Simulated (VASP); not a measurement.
# Si (P6_3/mmc) in VASP: notebook

Runs on Si. Level: r2SCAN. Tasks: single point.

Program: VASP 6.6.1. These are calculated values, not measurements. Logs are shortened: lines on timing, memory, paths and dates and some standing lists are left out, and cuts for length are marked.

**1. The structure**

The structure is hexagonal, space group P6_3/mmc (No. 194). The conventional cell has a = 3.831 Å, b = 3.831 Å, c = 6.333 Å, α = 90.00°, β = 90.00°, γ = 120.00°. Around Si (site symmetry 3m) lie 4 Si at 2.35 to 2.37 Å.

This isn't the form of Si at room conditions, which is diamond.

**2. Single point, r2SCAN**

Contents of POSCAR:

```
Si
1.0
    3.8313174605      0.0000000000      0.0000000000
   -1.9156587303      3.3180182508      0.0000000000
    0.0000000000      0.0000000000      6.3326220002
Si
4
Direct
    0.3333333300      0.6666666700      0.0630095000
    0.6666666700      0.3333333300      0.5630095000
    0.3333333300      0.6666666700      0.4369905000
    0.6666666700      0.3333333300      0.9369905000
```

Contents of INCAR.step1:

```
PREC     = Accurate       # precision mode
ENCUT    = 520            # plane-wave cutoff, eV
ISMEAR   = 0              # smearing method
SIGMA    = 0.1            # smearing width, eV
LREAL    = F              # projectors in reciprocal space
LASPH    = T              # aspherical terms in the spheres
NELM     = 80             # most SCF steps
NBANDS   = 16             # bands
GGA      = PE             # functional
ALGO     = Normal         # electronic algorithm
EDIFF    = 1E-4           # SCF threshold, eV
LWAVE    = T              # write WAVECAR
LCHARG   = F              # write CHGCAR
```

Contents of INCAR.step2:

```
PREC     = Accurate       # precision mode
ENCUT    = 520            # plane-wave cutoff, eV
EDIFF    = 1E-6           # SCF threshold, eV
ISMEAR   = 0              # smearing method
SIGMA    = 0.1            # smearing width, eV
LREAL    = F              # projectors in reciprocal space
LASPH    = T              # aspherical terms in the spheres
NELM     = 80             # most SCF steps
ALGO     = Normal         # electronic algorithm
ISIF     = 2              # what is computed and relaxed
LWAVE    = F              # write WAVECAR
LCHARG   = F              # write CHGCAR
METAGGA  = R2SCAN         # meta-GGA
LMIXTAU  = T            
NBANDS   = 16             # bands
ISTART   = 1
```

Contents of KPOINTS:

```
regular mesh
0
Gamma
  6 6 4
```

Potentials or basis: VASP PAW PBE potentials, release 64 (Si).

Launch:

```console
cat potpaw_PBE.64/Si/POTCAR > POTCAR
cp INCAR.step1 INCAR
mpirun -np 1 vasp_std > vasp.out
cp INCAR.step2 INCAR
mpirun -np 1 vasp_std > vasp.out
```

OUTCAR:

```text
PREC = Accurate
   ENCUT = 520
   EDIFF = 1E-6
   ISMEAR = 0
   LREAL = F
   LASPH = T
   NELM = 80
   ISIF = 2
   METAGGA = R2SCAN
   ISTART = 1

 ion  position               nearest neighbor table
   1  0.333  0.667  0.063-   4 2.35   4 2.35   4 2.35   3 2.37
   2  0.667  0.333  0.563-   3 2.35   3 2.35   3 2.35   4 2.37
   3  0.333  0.667  0.437-   2 2.35   2 2.35   2 2.35   1 2.37
   4  0.667  0.333  0.937-   1 2.35   1 2.35   1 2.35   2 2.37

  LATTYP: Found a hexagonal cell.
 ALAT       =     3.8313174605
 C/A-ratio  =     1.6528575524

  Lattice vectors:

 A1 = (   3.8313174605,   0.0000000000,   0.0000000000)
 A2 = (  -1.9156587303,   3.3180182508,   0.0000000000)
 A3 = (   0.0000000000,   0.0000000000,   6.3326220002)

Analysis of symmetry for initial positions (statically):
=====================================================================
 Subroutine PRICEL returns:
 Original cell was already a primitive cell.

 Routine SETGRP: Setting up the symmetry group for a
 hexagonal supercell.

 Subroutine GETGRP returns: Found 24 space group operations
 (whereof 12 operations were pure point group operations)
 out of a pool of 24 trial point group operations.

The static configuration has the point symmetry D_3d.
 The point group associated with its full space group is D_6h.

Analysis of symmetry for dynamics (positions and initial velocities):
=====================================================================
 Subroutine PRICEL returns:
 Original cell was already a primitive cell.

 Routine SETGRP: Setting up the symmetry group for a
 hexagonal supercell.

 Subroutine GETGRP returns: Found 24 space group operations
 (whereof 12 operations were pure point group operations)
 out of a pool of 24 trial point group operations.

The dynamic configuration has the point symmetry D_3d.
 The point group associated with its full space group is D_6h.

 Subroutine INISYM returns: Found 24 space group operations
 (whereof 12 operations are pure point group operations),
 and found     1 'primitive' translations

----------------------------------------------------------------------------------------

                                     Primitive cell

  volume of cell :      80.5027

  direct lattice vectors                    reciprocal lattice vectors
     3.831317461  0.000000000  0.000000000     0.261006823  0.150692360  0.000000000
    -1.915658730  3.318018251  0.000000000     0.000000000  0.301384720  0.000000000
     0.000000000  0.000000000  6.332622000     0.000000000  0.000000000  0.157912473

  length of vectors
     3.831317461  3.831317461  6.332622000     0.301384720  0.301384720  0.157912473

  position of ions in fractional coordinates (direct lattice)
     0.333333330  0.666666670  0.063009500
     0.666666670  0.333333330  0.563009500
     0.333333330  0.666666670  0.436990500
     0.666666670  0.333333330  0.936990500

  ion indices of the primitive-cell ions
   primitive index   ion index
                 1           1
                 2           2
                 3           3
                 4           4

----------------------------------------------------------------------------------------

 KPOINTS: regular mesh

Automatic generation of k-mesh.
 Grid dimensions read from file:
 generate k-points for:    6    6    4

 Generating k-lattice:

  Cartesian coordinates                     Fractional coordinates (reciprocal lattice)
     0.043501137  0.025115393  0.000000000     0.166666667  0.000000000  0.000000000
     0.000000000  0.050230787  0.000000000     0.000000000  0.166666667  0.000000000
     0.000000000  0.000000000  0.039478118     0.000000000  0.000000000  0.250000000

  Length of vectors
     0.050230787  0.050230787  0.039478118

  Shift w.r.t. Gamma in fractional coordinates (k-lattice)
     0.000000000  0.000000000  0.000000000

 Subroutine IBZKPT returns following result:
 ===========================================

 Found     21 irreducible k-points:

 Following reciprocal coordinates:
            Coordinates               Weight
  0.000000  0.000000  0.000000      1.000000
  0.166667 -0.000000  0.000000      6.000000
  0.333333 -0.000000  0.000000      6.000000
  0.500000 -0.000000  0.000000      3.000000
  0.166667  0.166667  0.000000      6.000000
  0.333333  0.166667  0.000000     12.000000
[... 13 lines left out ...]
  0.333333  0.166667  0.500000     12.000000
  0.333333  0.333333  0.500000      2.000000
   k-points           NKPTS =     21   k-points in BZ     NKDIM =     21   number of bands    NBANDS=     16
   number of dos      NEDOS =    301   number of ions     NIONS =      4
   total plane-waves  NPLWV =  37632
   dimension x,y,z NGX =    28 NGY =   28 NGZ =   48
   dimension x,y,z NGXF=    56 NGYF=   56 NGZF=   96
   ions per type =               4
   NGX,Y,Z   is equivalent  to a cutoff of  12.15, 12.15, 12.60 a.u.
   NGXF,Y,Z  is equivalent  to a cutoff of  24.30, 24.30, 25.20 a.u.
 SYSTEM =  unknown system
   PREC   = accura    normal or accurate (medium, high low for compatibility)
   ISTART =      1    job   : 0-new  1-cont  2-samecut
   ICHARG =      0    charge: 1-file 2-atom 10-const
   ISPIN  =      1    spin polarized calculation?
   LNONCOLLINEAR =      F non collinear calculations
   LSORBIT =      F    spin-orbit coupling
   LASPH  =      T    aspherical Exc in radial PAW
   ENCUT  =  520.0 eV  38.22 Ry    6.18 a.u.   7.12  7.12 11.77*2*pi/ulx,y,z
   NELM   =     80;   NELMIN=  2; NELMDL=  0     # of ELM steps
   EDIFF  = 0.1E-05   stopping-criterion for ELM
   LREAL  =      F    real-space projection
   EDIFFG = 0.1E-04   stopping-criterion for IOM
   NSW    =      0    number of steps for IOM
   IBRION =     -1    ionic relax: 0-MD 1-quasi-New 2-CG
   NFREE  =      0    steps in history (QN), initial steepest desc. (CG)
   ISIF   =      2    stress and relaxation
   ISYM   =      2    0-nonsym 1-usesym 2-fastsym
   POTIM  = 0.5000    time-step for ionic-motion
   TEBEG  =    0.0;   TEEND  =   0.0 temperature during run
   PSTRESS=    0.0 pullay stress
   NELECT =      16.0000    total number of electrons
   NUPDOWN=      -1.0000    fix difference up-down
   EMIN   =  10.00;   EMAX   =-10.00  energy-range for DOS
   EFERMI =   0.00;   METHOD = LEGACY
   ISMEAR =     0;   SIGMA  =   0.10  broadening in eV -4-tet -1-fermi 0-gaus
   EFERMI_NEDOS =   21; number of points for ismear=-14 and -15
   IALGO  =     38    algorithm
   IMIX   =      4    mixing-type and parameters
     AMIX     =   0.40;   BMIX     =  1.00
     AMIX_MAG =   1.60;   BMIX_MAG =  1.00
  volume/ion in A,a.u.               =      20.13       135.81
  Fermi-wavevector in a.u.,A,eV,Ry     =   0.955384  1.805414 12.418837  0.912759
  Thomas-Fermi vector in A             =   2.084217
   LORBIT       =      0    0 simple, 1 ext, 2 COOP (PROOUT), +10 PAW based schemes
   METAGGA = R2SCAN    functional components
   LHFCALC =     F    Hartree Fock is set to
   AEXX    =    0.0000 exact exchange contribution
   IVDW    =     0    specifies the selected vdW correction
   LEPSILON=     F    determine dielectric tensor
   LRPA    =     F    only Hartree local field effects (RPA)
 non-spin polarized calculation
 Gauss-broadening in eV      SIGMA  =   0.10
  energy-cutoff  :      520.00
  volume of cell :       80.50
 maximum number of plane-waves:      2208
   NGX = 15   NGY = 15   NGZ = 23

 number of electron      15.9999999 magnetization

 Free energy of the ion-electron system (eV)
  ---------------------------------------------------
  ext. energy  EPLUGINS =         0.00000000
  ---------------------------------------------------
  free energy    TOTEN  =       -35.02522743 eV

  energy without entropy =      -35.02522728  energy(sigma->0) =      -35.02522736

 E-fermi :   6.2616     XC(G=0):  -9.8280

 val. band max:        5.9577762871   @ k =   0.0000   0.0000   0.0000
 cond. band min:       6.5717571961   @ k =   0.5000  -0.0000   0.0000
 fundamental gap:      0.6139809091
 Fermi energy:         6.2616181761

 k-point     1 :       0.0000    0.0000    0.0000
  band No.  band energies     occupation
      1      -6.8145      2.00000
      2      -4.4116      2.00000
      3      -1.5707      2.00000
      4       4.3461      2.00000
      5       4.3461      2.00000
      6       5.5870      2.00000
[... 8 lines left out ...]
     15      10.4097      0.00000
     16      12.2279      0.00000

 k-point     2 :       0.1667   -0.0000    0.0000
  band No.  band energies     occupation
      1      -6.4761      2.00000
      2      -4.0646      2.00000
      3      -1.4180      2.00000
      4       2.4333      2.00000
      5       3.7732      2.00000
      6       4.0689      2.00000
[... 8 lines left out ...]
     15      11.6141      0.00000
     16      11.9680      0.00000

 k-point     3 :       0.3333   -0.0000    0.0000
  band No.  band energies     occupation
      1      -5.5108      2.00000
      2      -3.0650      2.00000
      3      -1.7143      2.00000
      4       0.8438      2.00000
      5       1.4000      2.00000
      6       3.0173      2.00000
[... 8 lines left out ...]
     15      13.5035      0.00000
     16      13.5049      0.00000

 k-point     4 :       0.5000   -0.0000    0.0000
  band No.  band energies     occupation
      1      -4.5163      2.00000
      2      -2.8550      2.00000
      3      -1.9980      2.00000
      4      -0.2675      2.00000
      5       1.0874      2.00000
      6       2.7298      2.00000
[... 8 lines left out ...]
     15      12.8684      0.00000
     16      14.7454      0.00000
[... 267 lines left out ...]
 k-point    19 :       0.1667    0.1667    0.5000
  band No.  band energies     occupation
      1      -5.0013      2.00000
      2      -5.0013      2.00000
      3       0.5325      2.00000
      4       0.5325      2.00000
      5       3.0329      2.00000
      6       3.0329      2.00000
[... 8 lines left out ...]
     15      11.9379      0.00000
     16      11.9379      0.00000

 k-point    20 :       0.3333    0.1667    0.5000
  band No.  band energies     occupation
      1      -3.8909      2.00000
      2      -3.8909      2.00000
      3      -1.1824      2.00000
      4      -1.1824      2.00000
      5       2.1978      2.00000
      6       2.1978      2.00000
[... 8 lines left out ...]
     15      13.2080      0.00000
     16      13.2080      0.00000

 k-point    21 :       0.3333    0.3333    0.5000
  band No.  band energies     occupation
      1      -3.1920      2.00000
      2      -3.1920      2.00000
      3      -1.7759      2.00000
      4      -1.7759      2.00000
      5       1.2775      2.00000
      6       1.2775      2.00000
[... 8 lines left out ...]
     15      12.6526      0.00000
     16      12.6526      0.00000

------------------------ aborting loop because EDIFF is reached ----------------------------------------

  FORCE on cell =-STRESS in cart. coord.  units (eV):
  Direction    XX          YY          ZZ          XY          YZ          ZX
  --------------------------------------------------------------------------------------
  -------------------------------------------------------------------------------------
  Total        0.0008603      0.0008603     -0.0016323     -0.0000000      0.0000000      0.0000000
  in kB        0.0171224      0.0171224     -0.0324863     -0.0000000      0.0000000      0.0000000
  external PRESSURE =       0.0005862 kB  Pullay stress =       0.0000000 kB

 VOLUME and BASIS-vectors are now :
 -----------------------------------------------------------------------------
  energy-cutoff  :      520.00
  volume of cell :       80.50
      direct lattice vectors                 reciprocal lattice vectors
     3.831317461  0.000000000  0.000000000     0.261006823  0.150692360  0.000000000
    -1.915658730  3.318018251  0.000000000     0.000000000  0.301384720  0.000000000
     0.000000000  0.000000000  6.332622000     0.000000000  0.000000000  0.157912473

 POSITION                                       TOTAL-FORCE (eV/Angst)
 -----------------------------------------------------------------------------------
     -0.00000      2.21201      0.39902         0.000000      0.000000     -0.011572
      1.91566      1.10601      3.56533        -0.000000      0.000000     -0.011572
     -0.00000      2.21201      2.76730         0.000000     -0.000000      0.011572
      1.91566      1.10601      5.93361        -0.000000     -0.000000      0.011572
 -----------------------------------------------------------------------------------
    total drift:                                0.000001     -0.000000      0.000000

  FREE ENERGIE OF THE ION-ELECTRON SYSTEM (eV)
  ---------------------------------------------------
  free  energy   TOTEN  =       -35.0252274345 eV

  energy  without entropy=      -35.0252272797  energy(sigma->0) =      -35.02522736
```

It took 32 s on 1 thread of Intel Xeon 6975P-C (Granite Rapids), shared host; peak memory 0.19 GiB.

Results:

```yaml
Free_energy: -35.0252 eV
Pressure: 0.0 GPa
Largest_force: 0.012 eV/Å
Band_gap_on_the_k_mesh: 0.61 eV, indirect (least direct gap 1.37 eV)
```

Forces on the atoms (eV/Å):
```
Si   0.000  0.000 -0.012
Si   0.000  0.000 -0.012
Si   0.000  0.000  0.012
Si   0.000  0.000  0.012
```

Caveat: the PAW data sets were made with another functional, which shifts forces and pressure a little. r2SCAN opens gaps a little over a GGA but as a rule still falls short of measured ones.

**3. Single point, r2SCAN**

Contents of POSCAR:

```
Si
1.0
    3.8319083149      0.0000000000      0.0000000000
   -1.9159541575      3.3185299456      0.0000000000
    0.0000000000      0.0000000000      6.3418199455
Si
4
Direct
    0.3333333333      0.6666666667      0.0630908774
    0.6666666667      0.3333333333      0.5630908774
    0.3333333333      0.6666666667      0.4369091226
    0.6666666667      0.3333333333      0.9369091226
```

Contents of INCAR.step1:

```
PREC = Accurate ; ENCUT = 520
ISMEAR = 0 ; SIGMA = 0.02
LREAL = False ; LASPH = True
NELM = 100 ; NBANDS = 16
GGA = PE ; ALGO = Normal
EDIFF = 1E-4 ; LWAVE = True
LCHARG = False
```

Contents of INCAR.step2:

```
PREC = Accurate ; ENCUT = 520
EDIFF = 1E-6 ; ISMEAR = 0
SIGMA = 0.02 ; LREAL = False
LASPH = True ; NELM = 100
ALGO = Normal ; ISIF = 2
LWAVE = False ; LCHARG = False
METAGGA = R2SCAN ; LMIXTAU = True
NBANDS = 16 ; ISTART = 1
```

Contents of KPOINTS:

```
regular mesh
0
Gamma
  12 12 6
```

Potentials or basis: VASP PAW PBE potentials, release 64 (Si).

Launch:

```console
cat potpaw_PBE.64/Si/POTCAR > POTCAR
cp INCAR.step1 INCAR
mpirun -np 1 vasp_std > vasp.out
cp INCAR.step2 INCAR
mpirun -np 1 vasp_std > vasp.out
```

Run time: 2 min. Hardware: 1 thread of Intel Xeon 6975P-C (Granite Rapids), shared host; peak memory 0.23 GiB.

Results (log left out):

```
Free energy            : -35.0486 eV
Pressure               : -0.2 GPa
Largest force          : 0.004 eV/Å
Band gap on the k mesh : 0.62 eV, indirect (least direct gap 1.38 eV)
```

Forces in eV/Å, atoms in the order of the input:
```
Si   0.000  0.000 -0.004
Si   0.000  0.000 -0.004
Si   0.000  0.000  0.004
Si   0.000  0.000  0.004
```

Levels at points of the mesh, in eV from the valence-band top:
| k point | band 5 | band 6 | band 7 | band 8 | band 9 | band 10 | band 11 | band 12 |
| --- | --- | --- | --- | --- | --- | --- | --- | --- |
| (0.00, 0.00, 0.00) | -1.60 | -0.38 | 0.00 | 0.00 | 1.38 | 2.17 | 2.17 | 2.55 |
| (0.50, 0.00, 0.00) | -4.86 | -3.22 | -3.10 | -1.53 | 0.62 | 2.65 | 3.23 | 3.35 |
| (0.00, 0.00, 0.50) | -0.98 | -0.98 | -0.98 | -0.98 | 2.15 | 2.15 | 3.21 | 3.21 |
| (0.50, 0.00, 0.50) | -2.58 | -2.58 | -2.55 | -2.55 | 1.15 | 1.15 | 1.90 | 1.90 |

Caveat: the PAW data sets were made with another functional, which shifts forces and pressure a little.
